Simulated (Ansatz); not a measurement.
MgS: stacking-fault energy from two polytypes

Method: DFT PBE, scalar-relativistic, plane waves, PAW (Ansatz 0.2.0). Settings: cutoff 420 eV, Γ-centred meshes spaced at most about 0.3 Å⁻¹ (2π included), Gaussian smearing. No spin polarisation.

These are static total energies at zero pressure.

```tsv
form	space group	cell	V (Å³/atom)	gap on mesh (eV)	source
zinc blende	F-43m (No. 216)	a = 5.697 Å	23.12	3.37	Materials Project
wurtzite	P6_3mc (No. 186)	a = 4.054 Å, c = 6.491 Å	23.10	3.38	Materials Project
```

Question: Which stacking is lower, and by how much per atom?

Answer: The wurtzite form, by 8.8 meV/atom. The wurtzite cell has c/a = 1.601, below the ideal 1.633. A third form lies lower still, rock salt type, Fm-3m, by 5 meV/atom.

Question: Estimate the energy of the basal fault I1, the one with a single cubic-stacked layer, in the wurtzite form, counting only the coupling of neighbouring layers.

Answer: Give each double layer a label, c where its two neighbours sit on different positions and h where they sit on the same. The zinc blende form is all c and the wurtzite form all h, so turning one layer from h to c costs the energy difference per pair of atoms: 8.8 × 2 = 17.6 meV. The I1 fault holds one c layer; the I2 fault holds two. One pair of atoms covers A = (√3/2)·a² with a = 4.054 Å, so A = 14.233 Å². Then γ = 1 × 17.6 meV / 14.233 Å² = 1.24 meV/Å², and with 1 meV/Å² = 16.022 mJ/m² that is 20 mJ/m². I2 costs about twice that. Couplings to farther layers and the strain of holding the other stacking on the host's lattice are left out.

Kohn–Sham gaps at this level usually fall short of measured ones.
